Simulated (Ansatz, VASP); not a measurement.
# FeCo3 in VASP and in Ansatz

```
Fe Co
1.0
     3.63315    0.00000    0.00000
     0.00000    3.63315    0.00000
     0.00000    0.00000    3.63315
Fe Co
1 3
Direct
  0.00000 0.00000 0.00000
  0.50000 0.50000 0.00000
  0.50000 0.00000 0.50000
  0.00000 0.50000 0.50000
```

Alike in both runs: functional PBEsol; k mesh 1 × 1 × 1; occupations gaussian, width 0.1 eV; collinear spin.

Ansatz relaxed the structure, and its values are those at the end. VASP's run is a single point on that final structure, the one shown.

```csv
,VASP,Ansatz
version,VASP 6.6.1,Ansatz 0.2.0
potentials or method,"VASP PAW PBE potentials, release 64 (Fe, Co)","scalar-relativistic, plane waves, PAW"
plane-wave cutoff (eV),520,420
valence electrons in the cell,35,67
```

Ansatz gave:

- pressure (GPa): 0.0
- net moment per atom (μB): 2.75
- size of the moment on the site where the two differ most (μB): 3.28

Task: Which values does VASP return?

Result: Pressure (GPa): -0.6; net moment per atom (μB): 2.75; size of the moment on the site where the two differ most (μB): 3.37.

Site moments also hang on the region over which each program counts them. The two sets of potentials don't hold the same shells in valence.

Caveats: the k mesh is coarse (spacing up to 1.73 Å⁻¹), so the values aren't converged; the PAW data sets were made with another functional, which shifts forces and pressure a little (VASP).
